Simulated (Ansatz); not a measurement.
# CdS: strong compression

Aim: compress CdS (rocksalt type) step by step, far beyond the usual range, and follow pressure and electronic structure. Methods of the runs shown: PAW. Its runs: cell relaxed at zero pressure (PAW); volume scaled by 1 (PAW); volume scaled by 0.94 (PAW); volume scaled by 0.88 (PAW); volume scaled by 0.8 (PAW); volume scaled by 0.72 (PAW); volume scaled by 0.64 (PAW); volume scaled by 0.55 (PAW and PAW (core large)).

Program: Ansatz 0.2.0. Level of theory: DFT PBE, with the methods named in each step. These are calculated values, not measurements.

## 1. The starting structure

Symmetry: Fm-3m, No. 225, cubic system. Conventional cell: a = 5.046 Å, b = 5.046 Å, c = 5.046 Å, α = 90.00°, β = 90.00°, γ = 90.00°. Cd (site symmetry m-3m) is surrounded by 6 S at 2.52 Å. S (site symmetry m-3m) has 6 Cd at 2.52 Å as nearest neighbours.

Coordinates:

```cif
data_structure
_symmetry_space_group_name_H-M 'P 1'
_symmetry_Int_Tables_number 1
_cell_length_a 3.5678
_cell_length_b 3.5678
_cell_length_c 3.5678
_cell_angle_alpha 60.000
_cell_angle_beta 60.000
_cell_angle_gamma 60.000
_cell_volume 32.11
loop_
_atom_site_label
_atom_site_type_symbol
_atom_site_fract_x
_atom_site_fract_y
_atom_site_fract_z
_atom_site_occupancy
Cd1 Cd 0.00000 0.00000 0.00000 1
S1 S 0.50000 0.50000 0.50000 1
```

Whether this phase is the stable one at these pressures isn't tested.

Atoms are numbered in the order of the input: Cd1, S2.

## 2. Cell relaxed at zero pressure, PAW

Contents of input.yaml:

```yaml
crystal:
  lattice:
    - [0.0, 2.5228479314, 2.5228479314]
    - [2.5228479314, 0.0, 2.5228479314]
    - [2.5228479314, 2.5228479314, 0.0]
  atoms:
    - { symbol: Cd, position: [0.0, 0.0, 0.0] }
    - { symbol: S, position: [0.5, 0.5, 0.5] }
kpoints:
  mp_grid: { grid: [13, 13, 13] }
scf:
  occupations: { method: fermi_dirac, width: 0.1 }
hamiltonian:
  xc: pbe
  pseudopotentials: { kind: paw }
output:
  forces: true
  stress: true
relax:
  f_tol: 0.005
  max_steps: 40
  cell: {}
```

The run is started by

```console
$ ansatz run input.yaml --threads 1 --pin off --max-ram 2048MiB --backend cpu --events-out ev --progress --plain --runs-dir out
```

Further steps of the session: Volume scaled by 1, PAW; Volume scaled by 0.94, PAW; Volume scaled by 0.88, PAW; Volume scaled by 0.8, PAW; Volume scaled by 0.72, PAW; Volume scaled by 0.64, PAW; Volume scaled by 0.55, PAW; Volume scaled by 0.55, PAW (core large).

Before running it: what results should come out? Wanted: PAW pressure at 0.55 of the volume; PAW; fitted bulk modulus at zero pressure.

As calculated:

```
                                       quantity      value
             PAW pressure at 0.55 of the volume  172.6 GPa
PAW (core large) pressure at 0.55 of the volume  172.6 GPa
     fitted bulk modulus at zero pressure (PAW)     74 GPa
                        its pressure derivative       4.48
```

**Reading.** By PAW the pressure climbs to 173 GPa at 0.55 of the first volume. One third-order Birch-Murnaghan curve follows these points (B₀ = 74 GPa, B′ = 4.48, misfit at most 0.22 GPa). A fit over so wide a range leans to the high pressures, so B₀ can be off by several per cent. The gap goes from 0.27 to none: pressure closes it at this level, in a cell held to this structure, which the real crystal may leave first. No all-electron run checks these rows here, and frozen cores can fail under such compression. The ions are at rest, and the electrons smeared by 0.1 eV.
